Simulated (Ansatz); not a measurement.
ZnCd2Te3 (P6_3mc) at 2 levels of theory

One geometry, relaxed with PBE; plane waves with PAW potentials in Ansatz, scalar-relativistic. No spin polarisation. Gaps are the least over mesh and band path; pressure is positive in compression.

```
CELL_PARAMETERS angstrom
4.56507 0.00000 0.00000
-2.28253 3.95346 0.00000
0.00000 0.00000 22.60615
ATOMIC_POSITIONS crystal
Zn 0.33333 0.66667 0.33464
Zn 0.66667 0.33333 0.83464
Cd 0.33333 0.66667 0.99969
Cd 0.33333 0.66667 0.67234
Cd 0.66667 0.33333 0.17234
Cd 0.66667 0.33333 0.49969
Te 0.33333 0.66667 0.12592
Te 0.33333 0.66667 0.45347
Te 0.33333 0.66667 0.79894
Te 0.66667 0.33333 0.29894
Te 0.66667 0.33333 0.62592
Te 0.66667 0.33333 0.95347
```

| level | cutoff (eV) | k mesh | gap (eV) | pressure (GPa) |
| --- | --- | --- | --- | --- |
| PBE | 420 | 12×12×2 | 0.60 | 0.0 |

Task: What comes out on the same cell with r2SCAN?

Result:
```tsv
level	cutoff (eV)	k mesh	gap (eV)	pressure (GPa)
r2SCAN	500	12×12×2	1.10	-1.2
```

Spin-orbit coupling matters for the bands of heavy elements and is left out.

It was reached by relaxing an invented guess, and it needn't be the stable form of this composition.
